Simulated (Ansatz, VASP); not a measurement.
**ZnS: VASP beside Ansatz**

```xyz
2
Lattice="0.0000 2.6945 2.6945 2.6945 0.0000 2.6945 2.6945 2.6945 0.0000" Properties=species:S:1:pos:R:3 pbc="T T T"
Zn    0.0000    0.0000    0.0000
S     4.1861    3.8974    3.8974
```

Change from the starting cell: all S atoms moved +0.250 Å, as atom 2 towards its neighbour atom 1 (Zn) at 2.334 Å.

Alike in both runs: task single point; functional r2SCAN; k mesh 8 × 8 × 8; occupations gaussian, width 0.05 eV; no spin polarisation.

|  | VASP | Ansatz |
| --- | --- | --- |
| version | VASP 6.6.1 | Ansatz 0.2.0 |
| potentials or method | VASP PAW PBE potentials, release 64 (Zn, S) | scalar-relativistic, plane waves, PAW |
| plane-wave cutoff (eV) | 520 | 500 |
| valence electrons in the cell | 18 | 18 |

```csv
,VASP,Ansatz,Ansatz less VASP
gap on the k mesh at the Fermi level (eV),2.62,2.61,-0.010
least direct gap on the mesh (eV),2.62,2.61,-0.010
pressure (GPa),3.2,3.1,-0.13
largest component of the traceless stress (GPa),6.04,5.94,-0.098
rms of the force components (eV/Å),1.546,1.525,-0.0216
```

Atom by atom the forces differ by 0.022 eV/Å (rms over components).

Caveats: the PAW data sets were made with another functional, which shifts forces and pressure a little (VASP).
